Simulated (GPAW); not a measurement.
Runs of GPAW 26.7.0 on Ru. The structure is hexagonal, space group P6_3/mmc (No. 194). Conventional cell: a = 2.706 Å, b = 2.706 Å, c = 4.282 Å, α = 90.00°, β = 90.00°, γ = 120.00°. Ru (site symmetry -6m2) is surrounded by 12 Ru at 2.65 to 2.71 Å. 

```tsv
task	level	spin	cell	band path	band points	spin axis theta (degrees)	spin axis phi (degrees)	optimizer	pressure (GPa)	V0 of scaled cells (Å³/atom)	B0 (GPa)
band structure	r2SCAN	SOC, no magnetisation	as given	GMKGALHA,LM,KH	60	90	0	-	-0.8	-	-
equation of state	BEEF-vdW	off	as given	-	-	-	-	-	-	(a)	287
relaxation of cell and atoms	r2SCAN+D4	off	relaxed	-	-	-	-	BFGS	0.0	-	-
equation of state	optB88-vdW	off	as given	-	-	-	-	-	-	(b)	293
```

Alike in all rows: potentials or basis GPAW PAW data sets (gpaw-data 1.2.1), pw; k mesh 8 × 8 × 5; cutoff (eV) 600; smearing fermi-dirac 0.05 eV.

Estimate the missing entries.

(a) 14.03; (b) 14.01.

Caveats: the PAW data sets were made with another functional, which shifts forces and pressure a little; the cell was scaled at fixed shape and fractional positions, which overstates the stiffness of a crystal with free parameters, most of all of layers and chains (some runs); spin-orbit coupling was added after a scalar SCF, so levels and gaps hold it while energy, forces, pressure and moments don't (some runs); later steps reuse the first step's grids (some runs); pairwise dispersion overbinds metals, which lowers pressure and volume (some runs).

Runs at the PBE level aren't shown here.
